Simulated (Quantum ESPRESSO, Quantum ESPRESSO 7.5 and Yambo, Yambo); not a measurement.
# Excitons of GaP (F-43m): kernels and approximations

Aim: the absorption spectrum of GaP (F-43m) with electron-hole interaction, and what each part of the kernel does.

Method: PBE and many-body steps on it, plane waves, in Quantum ESPRESSO 7.5 and Yambo 5.3.0.

### Step 1. The starting structure

It takes space group F-43m (No. 216, cubic). Conventional cell: a = 5.450 Å, b = 5.450 Å, c = 5.450 Å, α = 90.00°, β = 90.00°, γ = 90.00°. Nearest to Ga lie 4 P at 2.36 Å. Nearest to P lie 4 Ga at 2.36 Å. Farther neighbours are not listed.

The cell and positions come from the Crystallography Open Database and are kept as given unless a step says otherwise.

### Step 2. Empty states on the mesh, 4×4×4 mesh, 181 bands

This step: Quantum ESPRESSO 7.5; DFT, PBE, plane waves, norm-conserving pseudopotentials.

The sums over transitions need many empty states on a uniform mesh; this step solves for them.

pw.in reads:

```
&control
  calculation = 'nscf'
  prefix = 'x'
  outdir = 'o'
  pseudo_dir = 'pseudo'
/
&system
  ibrav = 0
  nat = 2
  ntyp = 2
  ecutwfc = 104.0
  nbnd = 181
  force_symmorphic = .true.
/
&electrons
  conv_thr = 1e-9
  electron_maxstep = 80
  diago_full_acc = .true.
  diago_thr_init = 5e-6
/
ATOMIC_SPECIES
  Ga 69.723 Ga.upf
  P 30.974 P.upf
CELL_PARAMETERS angstrom
  0.0000000000 2.7252500000 2.7252500000
  2.7252500000 0.0000000000 2.7252500000
  2.7252500000 2.7252500000 0.0000000000
ATOMIC_POSITIONS crystal
  Ga 0.0000000000 0.0000000000 0.0000000000
  P 0.2500000000 0.2500000000 0.2500000000
K_POINTS automatic
  4 4 4 0 0 0
```

The run is started by

```bash
OMP_NUM_THREADS=1 mpirun -n 8 pw.x -nk 4 -in pw.in > pw.out
```

The program printed:

```text
Program PWSCF v.7.5 starts

     This program is part of the open-source Quantum ESPRESSO suite
     for quantum simulation of materials; please cite
         "P. Giannozzi et al., J. Phys.:Condens. Matter 21 395502 (2009);
         "P. Giannozzi et al., J. Phys.:Condens. Matter 29 465901 (2017);
         "P. Giannozzi et al., J. Chem. Phys. 152 154105 (2020);
     in publications or presentations arising from this work. More details at

     Atomic positions and unit cell read from directory:
     o/x.save/

     Message from routine setup:
[...]
73.2092  75.8608  75.8608  76.0942  76.2736  76.2736  77.2919  79.4084
     [... 11 further rows ...]
   139.4439 139.4439 140.2466 140.2466 140.7670 142.8604 142.8604 144.4730
   146.4314 146.4314 146.9758 148.9966 148.9966

          k = 0.3536 0.0000 0.0000 (  4865 PWs)   bands (ev):

     [... further k-points ...]

     highest occupied, lowest unoccupied level (ev):     8.2046    9.8577

     XML data file, pseudopotentials, collected wavefunctions

=------------------------------------------------------------------------------=
   JOB DONE.
=------------------------------------------------------------------------------=
```

The job ended after 8.7 s (8 MPI ranks of Arm Neoverse V2, shared host; peak memory 0.78 GiB).

Numbers from this step:

```
gap                                                           : 1.653 eV
k of the valence top                                          : 0, 0, 0
k of the conduction bottom                                    : 0, -0.5, -0.5
least direct gap                                              : 1.818 eV
k points computed                                             : 8
lowest point of the top converged band, above the valence top : 137.8218 eV
```

On this mesh the gap is 1.653 eV.

The density comes from a self-consistent run that is not shown.

### Step 3. Conversion and set-up

This step: Yambo 5.3.0; conversion and set-up on PBE, plane waves, norm-conserving pseudopotentials.

The states are converted to the many-body program's format and the q mesh is built.

The run is started by

```bash
(cd o/x.save; p2y > p2y.log; mv SAVE ../..); yambo > setup.log
```

The program printed:

```text
 Yambo, version 5.3.0

 [02] CORE Variables Setup
 =========================

  [02.01] Unit cells
  ==================

  Cell kind             :  FCC
  Atoms in the cell     :  Ga  P
  number of Ga atoms    :  1
  number of P  atoms    :  1

  List of atomic masses
  Mass of Ga    :  69.72300
  Mass of P     :  30.97400

  List of atomic coordinates    : [cc]
  Ga1       :  0.000000  0.000000  0.000000  order 1
  P1       :  2.574988  2.574988  2.574988  order 2

  Alat factors          :  5.149976  5.149976  5.149976 [a.u.]
  Direct lattice volume :  273.1780 [a.u.]
[...]
==========================================

 IBZ Q-points                                      :   8
 BZ  Q-points                                      :   64

 K/Q-points units:
 rlu = crystal or reduced units; cc = cartesian coordinates; iku = interal k-units

 Q [1]          [rlu]:  0.000000  0.000000  0.000000
 Q [2]          [rlu]: -0.25926E-17 -0.25926E-17  0.25000
 Q [3]          [rlu]:  0.51853E-17  0.51853E-17 -0.50000
[...]
Q [7]          [rlu]: -0.34504E-17 -0.50000     -0.50000
 Q [8]          [rlu]:  0.250000 -0.500000 -0.250000

  [03.01] X indexes
  =================

   [03.01.01] Sigma indexes
   ========================

 [06] Game Over & Game summary
```

It took 2.5 s on 1 MPI rank; peak memory 0.25 GiB.

### Step 4. Screening and self-energy, 4×4×4 mesh, 181 bands, screening to 210.9 eV

G0W0 replaces the xc potential by the self-energy, built once from these orbitals. Only a window of levels is corrected, while the sums run over the empty bands that the input names.

This step: G0W0 on PBE, plane waves, norm-conserving pseudopotentials.

gw1.in reads:

```
HF_and_locXC
gw0
dyson
ppa
em1d
rim_cut
RandQpts= 1000000
RandGvec= 1 RL
EXXRLvcs= 104 Ry
VXCRLvcs= 416 Ry
Chimod= "HARTREE"
% BndsRnXp
 1 | 181 |
%
NGsBlkXp= 15.5 Ry
% LongDrXp
 1 | 1 | 1 |
%
% GbndRnge
 1 | 181 |
%
DysSolver= "n"
ExtendOut
PPAPntXp= 27.21138 eV
% QPkrange
 1 | 8 | 11 | 17 |
%
```

The run is started by

```bash
OMP_NUM_THREADS=1 mpirun -n 8 yambo -F gw1.in -J gw1 -C gw1 > gw1.log
```

The program printed:

```text
 Yambo, version 5.3.0

 [02] CORE Variables Setup
 =========================

  [... cell, symmetries and grids as in the set-up ...]

  [02.05] Energies & Occupations
  ==============================

  [X] === General ===
  [X] Electronic Temperature                        :  0.000000  0.000000 [eV K]
  [X] Bosonic    Temperature                        :  0.000000  0.000000 [eV K]
  [X] Finite Temperature mode                       : no
  [X] El. density                                   :  0.64228E+24 [cm-3]
[...]
Sx RL components                                 :   4957

   QP @ state[ 1 ] K range                          :   1   8
   QP @ state[ 1 ] b range                          :  11  17
   GF energies kind                                 : Perdew, Burke & Ernzerhof(X)+Perdew, Burke & Ernzerhof(C)
   GF WF`s kind                                     : Perdew, Burke & Ernzerhof(X)+Perdew, Burke & Ernzerhof(C)
   Xs energies kind                                 : Perdew, Burke & Ernzerhof(X)+Perdew, Burke & Ernzerhof(C)
   Xs WF`s kind                                     : Perdew, Burke & Ernzerhof(X)+Perdew, Burke & Ernzerhof(C)

 [11] Game Over & Game summary
```

Elapsed: 6 min, on 8 MPI ranks; peak memory 3.8 GiB; 48 min of CPU time.

Numbers from this step:

| Property | Result |
| --- | --- |
| G0W0 gap on the mesh | 2.304 eV |
| starting gap on the mesh | 1.653 eV |
| k of the valence top | 0, 0, 0 |
| k of the conduction bottom | 0, -0.5, -0.5 |
| least direct G0W0 gap on the computed points | 2.685 eV |

The gap on the mesh goes from 1.65 eV to 2.30 eV, a correction of +0.65 eV.

The gap opens by 0.651 eV; the next steps shift the empty bands rigidly by 0.868 eV, the correction at the start's least direct gap.

### Step 5. Excitons

Light makes an electron and a hole together. The Bethe-Salpeter equation adds their screened attraction and their exchange, in a window of bands around the gap.

This step: Bethe-Salpeter equation on PBE with a scissors shift, plane waves, norm-conserving pseudopotentials.

bse3.in reads:

```
optics
bss
bse
em1s
dipoles
rim_cut
RandQpts= 1000000
RandGvec= 1 RL
Chimod= "HARTREE"
BSKmod= "SEX"
BSEmod= "resonant"
BSSmod= "d"
BSENGexx= 30 Ry
BSENGBlk= 6 Ry
% BSEQptR
 1 | 1 |
%
% BSEBands
 11 | 17 |
%
% BEnRange
 0 | 8 | eV
%
% BDmRange
 0.1 | 0.1 | eV
%
BEnSteps= 161
% BLongDir
 1 | 0 | 0 |
%
% BndsRnXs
 1 | 91 |
%
NGsBlkXs= 6 Ry
% LongDrXs
 1 | 1 | 1 |
%
% KfnQP_E
 0.868 | 1.0 | 1.0 |
%
WRbsWF
```

The run is started by

```bash
OMP_NUM_THREADS=1 mpirun -n 8 yambo -F bse3.in -J bse3 -C bse3 > bse3.log
```

The program printed:

```text
 Yambo, version 5.3.0

 [02] CORE Variables Setup
 =========================

  [... cell, symmetries and grids as in the set-up ...]

  [02.05] Energies & Occupations
  ==============================

  [X] === General ===
  [X] Electronic Temperature                        :  0.000000  0.000000 [eV K]
  [X] Bosonic    Temperature                        :  0.000000  0.000000 [eV K]
  [X] Finite Temperature mode                       : no
  [X] El. density                                   :  0.64228E+24 [cm-3]
  [X] Fermi Level                                   :  8.204632 [eV]

  [X] === Gaps and Widths ===
  [X] Conduction Band Min                           :  1.653057 [eV]
  [X] Valence Band Max                              :  0.000000 [eV]
  [X] Filled Bands                                  :  13
  [X] Empty Bands                                   :   14  181
  [X] Direct Gap                                    :  1.817541 [eV]
  [X] Direct Gap localized at k                     :  1
  [X] Indirect Gap                                  :  1.653057 [eV]
  [X] Indirect Gap between kpts                     :   1   7
  [X] Last valence band width                       :  3.419265 [eV]
  [X] 1st conduction band width                     :  3.048655 [eV]

 [03] Transferred momenta grid and indexing
 ==========================================

 [BZ sampling] Q-grid is User defined and/or read from the database

 IBZ Q-points                                      :   8
 BZ  Q-points                                      :   64

 K/Q-points units:
 rlu = crystal or reduced units; cc = cartesian coordinates; iku = interal k-units

 Q [1]          [rlu]:  0.000000  0.000000  0.000000
 Q [2]          [rlu]: -0.25926E-17 -0.25926E-17  0.25000
 Q [3]          [rlu]:  0.51853E-17  0.51853E-17 -0.50000
 Q [4]          [rlu]:  0.17252E-17  0.25000      0.25000
 Q [5]          [rlu]:  0.64517E-16  0.25000      0.50000
 Q [6]          [rlu]:  0.51853E-17  0.25000     -0.25000
 Q [7]          [rlu]: -0.34504E-17 -0.50000     -0.50000
 Q [8]          [rlu]:  0.250000 -0.500000 -0.250000

  [03.01] X + BSE indexes
  =======================

   [03.01.01] Sigma indexes
   ========================

 [04] Coloumb potential Random Integration (RIM)
 ===============================================

  [04.01] RIM initialization
  ==========================

  * Diagonal components only detected *

  8 x (sBL volume)        :  0.113502 [a.u.]
  sBZ random points       :  1000000
  Points outside the sBZ  :   7987327
  RL volume               :  0.908017 [a.u.]
  Integrated volume       :  0.909458 [a.u.]

  [04.02] RIM integrals
  =====================

  Gamma point sphere radius             :  0.087825 [a.u.]
  Points outside the sphere             :   799513
  [Int_sBZ(q=0) 1/q^2]*(Vol_sBZ)^(-1/3) =:  7.764325
                                 should be <:  7.795600

  Summary of Coulomb integrals for non-metallic bands |Q|[au] RIM/Bare

  Q [1] 0.100000E-4 0.995988 * Q [2] 0.264147 1.066458
  Q [4] 0.305010 1.065091 * Q [6] 0.431350 1.027253
  Q [5] 0.505803 1.020682 * Q [3] 0.528294 1.017918
  Q [7] 0.610021 1.014689 * Q [8] 0.682024 1.011759

 [WARNING] [Xs] User bands 1-91 break level degeneracy

 [05] External/Internal QP corrections
 =====================================

 [QP_apply] Action to be applied: USER defined scissor

  [05.01]  QP corrections report
  ==============================

  [K+QP] === General ===
  [K+QP] Electronic Temperature                     :  0.000000  0.000000 [eV K]
  [K+QP] Bosonic    Temperature                     :  0.000000  0.000000 [eV K]
  [K+QP] Finite Temperature mode                    : no
  [K+QP] El. density                                :  0.64228E+24 [cm-3]
  [K+QP] Fermi Level                                :  0.000000 [eV]

  [K+QP] === Gaps and Widths ===
  [K+QP] Conduction Band Min                        :  2.521057 [eV]
  [K+QP] Valence Band Max                           :  0.000000 [eV]
  [K+QP] Filled Bands                               :  13
  [K+QP] Empty Bands                                :   14  181
  [K+QP] Direct Gap                                 :  2.685541 [eV]
  [K+QP] Direct Gap localized at k                  :  1
  [K+QP] Indirect Gap                               :  2.521057 [eV]
  [K+QP] Indirect Gap between kpts                  :   1   7
  [K+QP] Last valence band width                    :  3.419265 [eV]
  [K+QP] 1st conduction band width                  :  3.048655 [eV]

  [coarse-grid] Minimum Bare Gap        [ev]:  1.653057
  [coarse-grid] Minimum Gap Correction  [ev]:  0.868000

  Eqp @ K [1]
  -143.3917  -94.1165  -94.1165  -94.1165  -14.5396  -14.5396  -14.5396  -14.4426
   -14.443      -12.493     -0.23460E-09 -0.11964E-09   0.0000       2.6855       4.7546       4.7546
    4.75463   9.68241  10.59556  10.59556  13.31807  13.31807  13.31807  16.70895
   25.08729  25.08729  25.08729  28.00444  28.00444  28.10562  28.10562  28.10562
  Eqp @ K [2]
  -143.3917  -94.1164  -94.1164  -94.1164  -14.5838  -14.5249  -14.5249  -14.4408
  -14.44077 -11.71681  -3.87592  -0.66219  -0.66219   3.02140   5.60922   5.60922
[...]
Eqp @ K [3]
[...]
Eqp @ K [4]
[...]
Eqp @ K [5]
[...]
[... 2 further k-points ...]
  Eqp @ K [8]
[...]
-14.43352  -9.43563  -6.54789  -3.57399  -3.41926   5.56971   5.73037   6.96884
    7.01744  12.45383  12.68313  14.52949  14.71093  17.48288  19.60775  20.00281
   20.28000  20.31519  21.68934  22.27625  25.18395  26.90437  27.33347  28.69283

 [06] Dipoles
 ============

  [06.01] Setup: observables and procedures
  =========================================

  [WARNING] [r,Vnl^pseudo] included in position and velocity dipoles.

  [WARNING] In case H contains other non local terms, these are neglected

 [07] Static Dielectric Matrix
 =============================

 [SLK-Inversion]  Pools        :  2
 [SLK-Inversion]  BLACS grid   :  2  2

 [WR./bse3//ndb.em1s]------------------------------------------------------------
  Brillouin Zone Q/K grids (IBZ/BZ)                :    8   64    8   64
  RL vectors                                       :   5961 [WF]
  Coulomb cutoff potential                         : none
  Electronic Temperature                           :  0.000000 [K]
  Bosonic    Temperature                           :  0.000000 [K]
  Static diel. fun.  energies                      : Perdew, Burke & Ernzerhof(X)+Perdew, Burke & Ernzerhof(C)
  wavefunctions                                    : Perdew, Burke & Ernzerhof(X)+Perdew, Burke & Ernzerhof(C)
  Global Gauge                                     : length
  X matrix size                                    :   89
  X band range                                     :    1   91
  X e/h energy range                               : -1.000000 -1.000000 [eV]
  X Time ordering                                  : T
  X Hxc Kernel                                     : HARTREE
  X Drude frequency                                :  0.000000  0.000000
  X poles                                          :  100.0000 [o/o]
  RL vectors in the sum                            :   5961
  [r,Vnl] included                                 : yes
  Field direction                                  :  0.577350E-5  0.577350E-5  0.577350E-5
  BZ energy Double Grid                            : no
  BZ energy DbGd points                            : 0
  BZ Q point size factor                           : -1.000000
  X Optical Averaged directions                    : none

 [08] Bethe Salpeter Equation driver
 ===================================

  [08.01] Bethe Salpeter Equation @q1
  ===================================

   [08.01.01] Transition pre-analysis @q1
   ======================================

   [08.01.02] Transition Groups build-up @q1
   =========================================

   [BSK] Transition groups (total):   32
   [BSK] Size (resonant):   768
   [BSK]         (total):   768
   [BSK] N. of matrices :  1

   [08.01.03] Loading Dipoles @q1
   ==============================

   [08.01.04] Independent Particles properties @q1
   ===============================================

   ==========================================================

   [BSE] Exchange components :   821
   [BSE] Correlation components :    89   387

    [08.01.05.01] Screened interaction header I/O
    =============================================

    [08.01.05.02] Main kernel loop
    ==============================

    [08.01.05.03] Wave-Function Phases
    ==================================

    [BSE] WF phases found       :  50.66964 [o/o]

   [08.01.06] BSE solver(s) @q1
   ============================

   [SLK-Digonalization]  Pools        :  2
   [SLK-Digonalization]  BLACS grid   :  2  2

   [08.01.07] Diago Solver @q1
   ===========================

 [11] Game Over & Game summary
```

It took 17 s on 8 MPI ranks; peak memory 2.9 GiB.

Numbers from this step:

| Quantity | Value |
| --- | --- |
| transitions in the window | 768 |
| direct gap of the transition levels | 2.686 eV |
| lowest state | 2.548 eV |
| first strong exciton (over a fiftieth of the strongest listed) | 2.548 eV |
| binding of the lowest state below the direct gap | 0.1380 eV |
| Coulomb term of one mesh cell | 0.1654 eV |

The binding is 0.83 times the screened Coulomb term of one mesh cell (0.17 eV), so it is not shown settled.

The lowest state lies at 2.548 eV, 0.138 eV under the direct gap.

Lines within 3 meV are set at the lowest of them, and the highest group, which the list may cut short, is left out. Lines of the exciton spectrum (strongest = 100):

```csv
position (eV),lines merged,"strength, relative"
2.547,3,33
3.410,3,100
3.450,3,0.0
3.476,2,0.0
3.561,3,0.0
3.568,5,0.0
3.587,3,1.3
```

The ε₂ has structure finer than the step of the table below, so its rows give means over 0.25 eV, whole bins alone (the curve runs from 0 to 8 eV). Peaks (eV: height): BSE 2.550: 41.8, 3.400: 121, 4.600: 41.4, 5.000: 70.4; no electron-hole interaction 2.700: 24.9, 3.650: 92.2, 4.750: 35.4, 5.350: 84.6, 6.250: 29.0.

Field along x; broadening 0.1 eV; transition window only. Limits: finite bands, cutoff and mesh; no spin-orbit coupling; coarse k mesh; exciton not shown settled in the k mesh. The ε₂ by photon energy; means over each step:

```csv
photon energy (eV),BSE,no electron-hole interaction
0.25,0.262,0.196
0.50,0.311,0.227
0.75,0.376,0.267
1.00,0.467,0.320
1.25,0.602,0.395
1.50,0.819,0.505
1.75,1.22,0.687
2.00,2.14,1.04
2.25,5.93,2.00
2.50,28.3,8.12
2.75,13.5,16.8
3.00,9.98,5.15
3.25,45.9,6.92
3.50,71.9,33.2
3.75,13.1,60.5
4.00,5.75,11.3
4.25,6.72,5.56
4.50,25.5,9.32
4.75,26.6,26.7
5.00,52.1,19.4
5.25,18.8,64.1
5.50,5.15,36.8
5.75,3.34,8.04
6.00,8.32,7.21
6.25,10.9,21.7
6.50,7.49,10.7
6.75,4.94,10.2
7.00,1.61,2.93
7.25,1.23,1.48
7.50,1.19,1.39
7.75,2.20,2.21
```

[end of part 1 of 3]

[Paths, hosts, dates, memory and timing lines, banners, echoed tables and standing remarks are left out of the program output.]

[Logs are printed without paths, hosts, clocks, repeated set-up lines and the standing remarks that a program may print on its own settings, such as how far it seeks lower states.]

[Runs of the session that timed out or met a known fault of the program may be left out.]

[Hosts, paths, dates, database ids (printed as entryN), source tags and the programs' standing remarks are cut or masked in the printed files.]
